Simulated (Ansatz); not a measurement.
TiB₂: experiment and calculation

**Experimental background.**

A printed reference work, monograph reports, for a bulk crystal of TiB2: lattice constant a 3.028 Å; lattice constant c 3.228 Å.

How close the calculation comes is told below.

Computed with DFT PBEsol, scalar-relativistic, plane waves, PAW (Ansatz).

Plane waves to 420 eV, a k mesh through Γ of 18×18×14 on the computed 3-atom cell and Gaussian smearing (0.10 eV); no spin polarisation.

Relaxed structure, symmetry kept:

Space group P6/mmm (No. 191). a = 3.017 Å, b = 3.017 Å, c = 3.186 Å, α = 90.00°, β = 90.00°, γ = 120.00°
| atom | site | symmetry | x | y | z |
| --- | --- | --- | --- | --- | --- |
| Ti | 1a | 6/mmm | 0.0000 | 0.0000 | 0.0000 |
| B | 2d | -6m2 | 0.3333 | 0.6667 | 0.5000 |

| Item | Value |
| --- | --- |
| Space group | P6/mmm (No. 191) |
| Volume per atom | 8.37 Å³ |
| Formation energy from the elements' standard states (uncorrected) | -1.130 eV/atom |
| Kohn–Sham band gap | none (metal) |
| Density of states at the Fermi level | 0.40 states/eV per cell |
| Löwdin character within 0.5 eV of the Fermi level | Ti 3d 82 %, B 2p 16 % |
| Bulk modulus | 263 GPa |
| Its pressure derivative | 3.9 |
| Bader charges (e) | Ti (1 in the cell) 1.41, B (2 in the cell) -0.70 |

Against the measured lattice constant a of TiB2, 3.028 Å (a printed reference work, monograph), the calculated 3.017 Å is off by -0.4 %. Measured lattice constant c of TiB2: 3.228 Å (a printed reference work, monograph). This calculation gives 3.186 Å (-1.3 %). The calculation is for 0 K without zero-point motion.